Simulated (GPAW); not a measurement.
Input of a GPAW 26.7.0 run:

The input run.py:

```python
from ase.dft.bandgap import bandgap
from ase.io import read, write
from gpaw import GPAW

atoms = read('POSCAR')

calc = GPAW(mode='fd',
            h=0.16,
            xc='PBE',
            kpts={'size': (6, 6, 6), 'gamma': True},
            occupations={'name': 'fermi-dirac', 'width': 0.05},
            nbands=18,
            convergence={'density': 1e-05, 'energy': 1e-05},
            maxiter=150,
            txt='gpaw.txt')
atoms.calc = calc
energy = atoms.get_potential_energy()
forces = atoms.get_forces()
calc.write('gs.gpw')
write('result.traj', atoms)
print(f'Energy: {energy:.6f} eV')
print('Forces (eV/A):')
print(forces.round(4))
print('Fermi level:', round(calc.get_fermi_level(), 4), 'eV')
print(f'Gap: {bandgap(calc)[0]:.4f} eV, direct: {bandgap(calc, direct=True)[0]:.4f} eV')

path = atoms.cell.bandpath('GXWKGLUWLK,UX', npoints=60, eps=1e-4)
bs_calc = calc.fixed_density(kpts=path, symmetry='off', nbands=30,
                             convergence={'bands': 'CBM+6.0', 'eigenstates': 1e-6}, txt='bands.txt')
bs = bs_calc.band_structure()
bs.write('bs.json')
print(f'Gap on the path: {bandgap(bs_calc)[0]:.4f} eV')
```

File POSCAR:

```
GaSb
1.0
    0.0000000000      3.0590000000      3.0590000000
    3.0590000000      0.0000000000      3.0590000000
    3.0590000000      3.0590000000      0.0000000000
Sb Ga
1 1
Direct
    0.7500000000      0.7500000000      0.7500000000
    0.0000000000      0.0000000000      0.0000000000
```

Potentials or basis: GPAW PAW data sets (gpaw-data 1.2.1), fd.

Command:

```bash
$ OMP_NUM_THREADS=1 python run.py
```

Q: Estimate the band gap along the path.

A: 0.09 eV, direct.

Q: Predict the band gap on the k mesh.

A: 0.09 eV, direct.

Levels at the corners of the path, in eV from the valence-band top:
| point | band 6 | band 7 | band 8 | band 9 | band 10 | band 11 | band 12 | band 13 |
| --- | --- | --- | --- | --- | --- | --- | --- | --- |
| Γ | -11.44 | 0.00 | 0.00 | 0.00 | 0.09 | 2.81 | 2.81 | 2.81 |
| X | -9.06 | -6.76 | -2.56 | -2.56 | 0.93 | 1.27 | 8.75 | 8.75 |
| W | -9.02 | -6.62 | -3.34 | -3.11 | 3.72 | 4.35 | 4.45 | 4.80 |
| K | -9.13 | -6.58 | -3.60 | -2.18 | 1.43 | 3.91 | 6.66 | 6.86 |
| Γ | -11.44 | 0.00 | 0.00 | 0.00 | 0.09 | 2.81 | 2.81 | 2.81 |
| L | -9.87 | -6.33 | -1.15 | -1.15 | 0.44 | 3.79 | 3.79 | 6.51 |
| U | -9.13 | -6.58 | -3.60 | -2.18 | 1.43 | 3.91 | 6.66 | 6.86 |
| W | -9.02 | -6.62 | -3.34 | -3.11 | 3.72 | 4.35 | 4.45 | 4.80 |
| L | -9.87 | -6.33 | -1.15 | -1.15 | 0.44 | 3.79 | 3.79 | 6.51 |
| K | -9.13 | -6.58 | -3.60 | -2.18 | 1.43 | 3.91 | 6.66 | 6.86 |
| U | -9.13 | -6.58 | -3.60 | -2.18 | 1.43 | 3.91 | 6.66 | 6.86 |
| X | -9.06 | -6.76 | -2.56 | -2.56 | 0.93 | 1.27 | 8.75 | 8.75 |

Caveat: the real-space grid adds noise to forces; spin-orbit coupling is left out, which moves the levels of the heavy elements.

**Experimental background.**

From a printed reference work, data compilation, for a bulk crystal of GaSb at 4.2 K: band gap 0.811 eV (direct).

Against the measured gap of GaSb, 0.811 eV (direct; 4.2 K; a printed reference work, data compilation), the calculated 0.09 eV is off by -0.72 eV. Spin-orbit coupling on Ga, Sb is left out. The value is that of PBE, without temperature or zero-point motion. Semilocal functionals fall short of measured gaps as a rule.
